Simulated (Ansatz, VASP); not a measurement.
## Sb: VASP beside Ansatz

POSCAR

```
Sb
1.0
    0.0000000000      2.3712425216      2.3712425216
    2.3712425216      0.0000000000      2.3712425216
    2.3712425216      2.3712425216      0.0000000000
Sb
1
Direct
    0.0000000000      0.0000000000      0.0000000000
```

File INCAR.step1:

```
SYSTEM = Sb
PREC     = Accurate       ! precision mode
ENCUT    = 520            ! plane-wave cutoff, eV
EDIFF    = 1E-5           ! SCF threshold, eV
ISMEAR   = -1             ! smearing method
SIGMA    = 0.05           ! smearing width, eV
LREAL    = .FALSE.        ! projectors in reciprocal space
LASPH    = .TRUE.         ! aspherical terms in the spheres
NELM     = 60             ! most SCF steps
ALGO     = Normal         ! electronic algorithm
ISIF     = 2              ! what is computed and relaxed
LWAVE    = .TRUE.         ! write WAVECAR
LCHARG   = .FALSE.        ! write CHGCAR
GGA      = PE             ! functional
NBANDS   = 8              ! bands
```

Contents of INCAR.step2:

```
SYSTEM = Sb
PREC     = Accurate       ! precision mode
ENCUT    = 520            ! plane-wave cutoff, eV
EDIFF    = 1E-6           ! SCF threshold, eV
ISMEAR   = -1             ! smearing method
SIGMA    = 0.05           ! smearing width, eV
LREAL    = .FALSE.        ! projectors in reciprocal space
LASPH    = .TRUE.         ! aspherical terms in the spheres
NELM     = 60             ! most SCF steps
ALGO     = Normal         ! electronic algorithm
ISIF     = 2              ! what is computed and relaxed
LWAVE    = .FALSE.        ! write WAVECAR
LCHARG   = .FALSE.        ! write CHGCAR
METAGGA  = R2SCAN         ! meta-GGA
LHFCALC  = .TRUE.         ! exact exchange
AEXX     = 0.25           ! exact-exchange fraction
LMIXTAU  = .TRUE.       
PRECFOCK = Normal       
ISTART   = 1            
NBANDS   = 8              ! bands
```

Contents of KPOINTS:

```
Automatic mesh
0
G
  6 6 6
  0 0 0
```

input.yaml

```yaml
crystal:
  lattice:
    - [0.0, 2.3712425216, 2.3712425216]
    - [2.3712425216, 0.0, 2.3712425216]
    - [2.3712425216, 2.3712425216, 0.0]
  atoms:
    - { symbol: Sb, position: [0.0, 0.0, 0.0] }
hamiltonian:
  xc: r2scan0
  pseudopotentials: { kind: paw }
kpoints:
  mp_grid: { grid: [6, 6, 6] }
scf:
  occupations: { method: fermi_dirac, width: 0.05 }
  n_extra_bands: 6
output:
  forces: true
  stress: true
  eigenvalues: true
  dos: { projected: true, de: 0.05 }
  write_density: true
  write_potential: true
  elf: true
  volumetric_format: npy
```

This isn't the form of Sb at room conditions, which is rhombohedral.

Alike in both runs: functional r2SCAN0; k mesh 6 × 6 × 6; occupations fermi-dirac, width 0.05 eV; no spin polarisation.

|  | VASP | Ansatz |
| --- | --- | --- |
| version | VASP 6.6.1 | Ansatz 0.2.0 |
| potentials or method | VASP PAW PBE potentials, release 64 (Sb) | Ansatz PAW |
| plane-wave cutoff (eV) | 520 | 500 |
| valence electrons in the cell | 5 | 15 |
| task | single point | projected density of states |

|  | VASP | Ansatz | Ansatz less VASP |
| --- | --- | --- | --- |
| gap on the k mesh at the Fermi level (eV) | none | none | - |
| pressure (GPa) | -2.0 | -0.8 | +1.18 |

A gap of «none» marks a metal or a gap that the smearing closes. The two sets of potentials don't hold the same shells in valence.

Caveats: the k mesh is coarse (spacing up to 0.38 Å⁻¹), so the values aren't converged, least of all with exact exchange; the PAW data sets were made with another functional, which shifts forces and pressure a little (VASP); the PAW data sets come from PBE, with cores solved anew for the run's functional, which leaves a small shift of forces and pressure (Ansatz); the density of states is complete only up to the lowest level of the last band computed (Ansatz); the thresholds are loose for stress (Ansatz). Spin-orbit coupling is left out, which matters for the levels of Sb.
